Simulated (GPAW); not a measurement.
# Ti3Si (Fm-3m) in GPAW: further runs

One crystal, Ti3Si, is run at these levels: PBEsol, LDA; tasks: single point, equation of state.

All numbers are computed with GPAW 26.7.0; they aren't measurements. Logs are shortened: lines on timing, memory, paths and dates and some standing lists are left out, and cuts for length are marked. The log counts tension as positive stress, the text compression.

**1. The crystal as given**

Symmetry: Fm-3m, No. 225, cubic system. The conventional cell has a = 6.289 Å, b = 6.289 Å, c = 6.289 Å, α = 90.00°, β = 90.00°, γ = 90.00°. Ti (site symmetry m-3m) has 8 Ti at 2.72 Å as nearest neighbours. Ti (site symmetry -43m) has 4 Ti at 2.72 Å and 4 Si at 2.72 Å as nearest neighbours. Si (site symmetry m-3m) is surrounded by 8 Ti at 2.72 Å.

The cell comes from a database or a generator and needn't be the stable form of this composition.

**2. Single point, PBEsol, 14.92 Å³/atom**

File run.py:

```python
from ase import Atoms
from ase.dft.bandgap import bandgap
from ase.io import write
from ase.units import GPa
from gpaw import GPAW, PW, setup_paths

setup_paths.insert(0, '.')

atoms = Atoms(['Ti', 'Ti', 'Ti', 'Si'],
              cell=[[0.0, 3.144356, 3.01858176],
                    [3.144356, 0.0, 3.01858176],
                    [3.144356, 3.144356, 0.0]],
              scaled_positions=[[0.0, 0.0, 0.0],
                                [0.25, 0.25, 0.25],
                                [0.75, 0.75, 0.75],
                                [0.5, 0.5, 0.5]],
              pbc=True)

calc = GPAW(mode=PW(600),
            xc='PBEsol',
            kpts={'size': (7, 7, 7), 'gamma': True},
            occupations={'name': 'fermi-dirac', 'width': 0.05},
            nbands=38,
            convergence={'density': 1e-05, 'energy': 1e-05},
            maxiter=150,
            txt='gpaw.txt')
atoms.calc = calc
energy = atoms.get_potential_energy()
forces = atoms.get_forces()
stress = atoms.get_stress()
calc.write('gs.gpw')
write('result.traj', atoms)
print(f'Energy: {energy:.6f} eV')
print('Forces (eV/A):')
print(forces.round(4))
print('Stress (GPa):', (stress / GPa).round(3))
print('Fermi level:', round(calc.get_fermi_level(), 4), 'eV')
print(f'Gap: {bandgap(calc)[0]:.4f} eV, direct: {bandgap(calc, direct=True)[0]:.4f} eV')
```

Potentials or basis: PAW data sets generated in the run's folder for this functional, pw.

Started as:

```console
$ gpaw-setup -f PBEsol Si Ti
$ OMP_NUM_THREADS=1 python run.py
```

gpaw.txt:

```text
__  _  _
 | _ |_)|_||  |
 |__||  | ||/\| - 26.7.0

Input parameters:
  mode=PW(ecut=600.0),
  convergence={'density': 1e-05, 'energy': 1e-05},
  kpts=MonkhorstPack(size=(7, 7, 7), gamma=True),
  maxiter=150,
  nbands=38,
  occupations=Occupations(name='fermi-dirac', width=0.05),
  xc=XC(name='PBEsol')

Diagonalizing LCAO Hamiltonian
Converting LCAO to pw mode

                     Ti

                Si

            Ti

       Ti

Atoms  # Å, Bohr magnetons
|   | symbol |        x |        y |        z |    initial magnetic moments |
|---|--------|----------|----------|----------|-----------------------------|
| 0 |     Ti | 0.000000 | 0.000000 | 0.000000 | ( 0.0000,  0.0000,  0.0000) |
| 1 |     Ti | 1.572178 | 1.572178 | 1.509291 | ( 0.0000,  0.0000,  0.0000) |
| 2 |     Ti | 4.716534 | 4.716534 | 4.527873 | ( 0.0000,  0.0000,  0.0000) |
| 3 |     Si | 3.144356 | 3.144356 | 3.018582 | ( 0.0000,  0.0000,  0.0000) |

Unit cell  # Å
| periodic |        x |        y |        z |  lengths |    angles |
|----------|----------|----------|----------|----------|-----------|
|      yes | 0.000000 | 3.144356 | 3.018582 | 4.358762 | 59.329651 |
|      yes | 3.144356 | 0.000000 | 3.018582 | 4.358762 | 59.329651 |
|      yes | 3.144356 | 3.144356 | 0.000000 | 4.446791 | 61.340698 |

Number of symmetries: 16
Symmetry operations  # r_c * U_cc + t_c -> r_c
|    | kind |            matrix            |
|----|------|------------------------------|
|  0 |  σ   |  1, 0, 0,  1, 0,-1,  1,-1, 0 |
|  1 |  E   |  1, 0, 0,  0, 1, 0,  0, 0, 1 |
|  2 |  C4  |  1, 0,-1,  1, 0, 0,  1,-1, 0 |
|  3 |  σ   |  1, 0,-1,  0, 1,-1,  0, 0,-1 |
|  4 |  σ   |  0, 1, 0,  1, 0, 0,  0, 0, 1 |
|  5 |  C4  |  0, 1, 0,  0, 1,-1, -1, 1, 0 |
|  6 |  C2  |  0, 1,-1,  1, 0,-1,  0, 0,-1 |
|  7 |  σ   |  0, 1,-1,  0, 1, 0, -1, 1, 0 |
|  8 |  C2  |  0,-1, 1,  0,-1, 0,  1,-1, 0 |
|  9 |  σ   |  0,-1, 1, -1, 0, 1,  0, 0, 1 |
| 10 |  S4  |  0,-1, 0,  0,-1, 1,  1,-1, 0 |
| 11 |  C2  |  0,-1, 0, -1, 0, 0,  0, 0,-1 |
| 12 |  C2  | -1, 0, 1,  0,-1, 1,  0, 0, 1 |
| 13 |  S4  | -1, 0, 1, -1, 0, 0, -1, 1, 0 |
| 14 |  i   | -1, 0, 0,  0,-1, 0,  0, 0,-1 |
| 15 |  C2  | -1, 0, 0, -1, 0, 1, -1, 1, 0 |

BZ-sampling:
  Number of BZ points: 343
  Number of IBZ points: 40

  Monkhorst-Pack size: [7, 7, 7]
  Monkhorst-Pack shift: [0, 0, 0]

K-points  # in reciprocal-cell coordinates
|     |                                coordinates |     weight |
|-----|--------------------------------------------|------------|
|   0 | (  0.00000000,   0.00000000,   0.00000000) | 0.00291545 |
|   1 | (  0.14285714,   0.00000000,   0.14285714) | 0.01166181 |
|   2 | (  0.14285714,   0.14285714,   0.00000000) | 0.00583090 |
|   3 | (  0.14285714,   0.14285714,   0.14285714) | 0.02332362 |
|   4 | (  0.14285714,   0.14285714,   0.28571429) | 0.01166181 |
|   5 | (  0.28571429,  -0.14285714,  -0.42857143) | 0.02332362 |
|   6 | (  0.28571429,   0.00000000,   0.28571429) | 0.01166181 |
|   7 | (  0.28571429,   0.14285714,   0.14285714) | 0.02332362 |
|   8 | (  0.28571429,   0.14285714,   0.28571429) | 0.04664723 |
|   9 | (  0.28571429,   0.14285714,   0.42857143) | 0.02332362 |
| ... |                                            |            |
|  39 | (  0.42857143,   0.42857143,   0.42857143) | 0.02332362 |

Plane wave coefficients: 2010
Cutoff: 600.0 eV

Spin-components: 1 (collinear spins)
Bands:           38
Projectors:      23
Spin-degeneracy: 2
Datatype:        complex128

Parallelization:
  kpt:    1
  domain: 1
  band:   1

Density:
  Valence electrons: 40.0
  Components: 1
  Grid points: [27 27 27]
  Charge: 0.0  # |e|

Potential:
  Grid points: [27 27 27]

species:
  Ti:
    name:    Titanium
    Z:       22.0
    valence: 12
    core:    10
    charge:  0.0  # [|e|]
    compensation charges:
      type: gauss
      rc: 0.38  # [Å]
      lmax: 2
    cutoffs:
      filter: 2.23  # [Å]
      core: 1.02  # [Å]
    projectors
    | kind |    occ | energy [eV] | rcut [Å] |
    |------|--------|-------------|----------|
    |   3s |  2.000 |     -62.441 |    1.270 |
    |   4s |  2.000 |      -4.477 |    1.270 |
    |   3p |  6.000 |     -38.776 |    1.058 |
    |   4p |  0.000 |      -1.449 |    1.058 |
    |   3d |  2.000 |      -4.275 |    1.058 |
    |    d |        |      22.937 |    1.058 |

    Using partial waves for Ti as LCAO basis

  Si:
    name:    Silicon
    Z:       14.0
    valence: 4
    core:    10
    charge:  0.0  # [|e|]
    compensation charges:
      type: gauss
      rc: 0.33  # [Å]
      lmax: 2
    cutoffs:
      filter: 1.86  # [Å]
      core: 2.06  # [Å]
    projectors
    | kind |    occ | energy [eV] | rcut [Å] |
    |------|--------|-------------|----------|
    |   3s |  2.000 |     -10.768 |    1.058 |
    |   3p |  2.000 |      -4.057 |    1.058 |
    |    s |        |      16.444 |    1.058 |
    |    p |        |      23.155 |    1.058 |
    |    d |        |       0.000 |    1.058 |

    Using partial waves for Si as LCAO basis

Reference energy: -77464.939653  # eV

eigensolver:
  PPCG
  Converge bands: occupied
  niter=2

density mixing:
  MSR1-Mixer
  Pratt-step length: 0.05
  Maximum mixing coefficient: 0.75
  Old densities: 10
  SVD Regularization: 0.005
  Good broyden scale: 1.0
  Trust region scale: 1.0
  Backstep threshold: 4.0
  History deletion threshold: 6.0
  Fourier metric: weight=20.0, sigma=0.015

occupation numbers:
  Fermi-Dirac:
    width: 0.0500  # eV

poisson solver:
  ecut: 4800.0  # eV

xc functional:
  name: PBEsol with 2 nearest neighbor stencil

convergence criteria:
- Maximum integral of absolute [dens]ity change: 1e-05 electrons / valence electron
- Maximum [total energy] change in last 3 cyles: 1e-05 eV / valence electron
- Maximum integral of absolute [eigenst]ate change: 4e-08 eV^2 / valence electron
maximum number of iterations: 150

SCF iterations
|iter     | |      energy | eigst |  dens |
|---------|-|-------------|-------|-------|
|iter:   1| |  -29.032133 | +0.14 |       |
|iter:   2| |  -28.994910 | -2.33 | -1.31 |
|iter:   3| |  -28.902670 | -1.28 | -1.33 |
|iter:   4| |  -28.797308 | -1.93 | -1.42 |
|iter:   5| |  -28.670440 | -1.83 | -1.68 |
|iter:   6| |  -28.673577 | -2.96 | -1.95 |
|iter:   7| |  -28.676228 | -3.46 | -2.48 |
|iter:   8| |  -28.676175 | -5.20 | -3.37 |
|iter:   9| |  -28.676183c| -6.77 | -3.95 |
|iter:  10| |  -28.676182c| -7.80c| -4.86 |
|iter:  11| |  -28.676182c| -8.45c| -5.52c|

Converged in 11 steps
Energy contributions relative to reference atoms: (reference = -77464.939653)

Energy contributions:
  Kinetic:          26.734335
  Coulomb:         -21.221888
  Zero:             -0.075774
  External:          0.000000
  Xc:              -34.081226
  Entropy:          -0.063258
  Spinorbit:         0.000000
  ----------------------------
  Free energy:     -28.707811
  Extrapolated:    -28.676182

dipole moment: (-19.992917, -19.992917, -19.193200)  # |e|*Ang

Fermi level: 9.631
Eigenvalues  # (at kpt = [0.000, 0.000, 0.000])
| band index |      eig [eV] | occ [0-2] |
|------------|---------------|-----------|
|          0 |       -46.557 |     2.000 |
|        ... |               |           |
|         12 |         0.102 |     2.000 |
|         13 |         6.782 |     2.000 |
|         14 |         6.782 |     2.000 |
|         15 |         6.869 |     2.000 |
|         16 |         7.419 |     2.000 |
|         17 |         7.559 |     2.000 |
[... 8 lines left out ...]
|         26 |        12.998 |     0.000 |
|         27 |        13.041 |     0.000 |
|        ... |               |           |
|         37 |        21.074 |     0.000 |

No gap
No difference between direct/indirect transitions

Forces  # eV/Ang
|        x |        y |        z |
|----------|----------|----------|
| -0.00000 | -0.00000 | -0.00000 |  # Ti   0
|  0.00000 |  0.00000 |  0.00000 |  # Ti   1
| -0.00000 | -0.00000 |  0.00000 |  # Ti   2
|  0.00000 |  0.00000 |  0.00000 |  # Si   3

Stress tensor  # eV/Ang^3
|         x |         y |         z |
|-----------|-----------|-----------|
| -0.002445 | -0.000000 |  0.000000 |
| -0.000000 | -0.002445 | -0.000000 |
|  0.000000 | -0.000000 | -0.003389 |

# Writing to gs.gpw (mode='')
```

Wall time 67 s (1 thread of Arm Neoverse V2, shared host); peak memory 0.24 GiB.

What came out:

```yaml
Free_energy: -28.7078 eV
Pressure: 0.4 GPa
Band_gap_on_the_k_mesh: none (metal or under the smearing width)
```

Caveat: the density grid can change from cell to cell, which puts small steps into energies and stress.

**3. Single point, PBEsol, 15.23 Å³/atom**

Changes to run.py since step 2:

```diff
@@ -9,4 +9,4 @@
 atoms = Atoms(['Ti', 'Ti', 'Ti', 'Si'],
-              cell=[[0.0, 3.144356, 3.01858176],
-                    [3.144356, 0.0, 3.01858176],
+              cell=[[0.0, 3.144356, 3.08146888],
+                    [3.144356, 0.0, 3.08146888],
                     [3.144356, 3.144356, 0.0]],
```

Potentials or basis: PAW data sets generated in the run's folder for this functional, pw.

Started as:

```console
$ gpaw-setup -f PBEsol Si Ti
$ OMP_NUM_THREADS=1 python run.py
```

Wall time 67 s (1 thread of Arm Neoverse V2, shared host); peak memory 0.24 GiB.

Results (log left out):

| Property | Result |
| --- | --- |
| Free energy | -28.7060 eV |
| Pressure | -2.5 GPa |
| Band gap on the k mesh | none (metal or under the smearing width) |

Caveat: the density grid can change from cell to cell, which puts small steps into energies and stress.

**4. Equation of state, LDA**

File run.py:

```python
from ase import Atoms
from ase.eos import EquationOfState
from ase.io import Trajectory
from ase.units import GPa
from gpaw import GPAW, PW

atoms = Atoms(['Ti', 'Ti', 'Ti', 'Si'],
              cell=[[0.0, 3.144356, 3.144356],
                    [3.144356, 0.0, 3.144356],
                    [3.144356, 3.144356, 0.0]],
              scaled_positions=[[0.0, 0.0, 0.0],
                                [0.25, 0.25, 0.25],
                                [0.75, 0.75, 0.75],
                                [0.5, 0.5, 0.5]],
              pbc=True)

traj = Trajectory('eos.traj', 'w')
volumes, energies = [], []
for x in [0.94, 0.96, 0.98, 1.0, 1.02, 1.04, 1.06]:
    a = atoms.copy()
    a.set_cell(atoms.cell * x**(1 / 3), scale_atoms=True)
    calc = GPAW(mode=PW(600),
                xc='LDA',
                kpts={'size': (7, 7, 7), 'gamma': True},
                occupations={'name': 'fermi-dirac', 'width': 0.05},
                nbands=38,
                convergence={'density': 1e-05, 'energy': 1e-05},
                maxiter=150,
                txt=f'eos-{x:.2f}.txt')
    a.calc = calc
    energies.append(a.get_potential_energy(force_consistent=True))
    volumes.append(a.get_volume())
    p = -a.get_stress()[:3].mean() / GPa
    calc.write(f'eos-{x:.2f}.gpw')
    traj.write(a)
    print(f'{x:.2f} {volumes[-1]:10.4f} A^3 {energies[-1]:14.6f} eV {p:9.3f} GPa', flush=True)

v0, e0, B = EquationOfState(volumes, energies, eos='birchmurnaghan').fit()
print(f'V0 = {v0:.4f} A^3, E0 = {e0:.6f} eV, B0 = {B / GPa:.2f} GPa')
```

Potentials or basis: the program's PAW data sets (release 1.2.1) made for this functional, pw.

Started as:

```console
$ OMP_NUM_THREADS=1 python run.py
```

Wall time 3.7 min (1 thread of Arm Neoverse V2, shared host); peak memory 0.3 GiB.

Results (log left out):

```yaml
Equilibrium_volume: "14.58 Å³/atom (rough: see the caveat)"
Bulk_modulus: 150 GPa (rough)
```

Energy against volume, from the lowest point:
| volume (Å³/atom) | energy (meV/atom) |
| --- | --- |
| 14.611 | 0.00 |
| 14.922 | 3.62 |
| 15.233 | 12.69 |
| 15.544 | 26.85 |
| 15.855 | 45.39 |
| 16.166 | 68.14 |
| 16.477 | 94.37 |

Caveat: the minimum lies outside the volumes run.
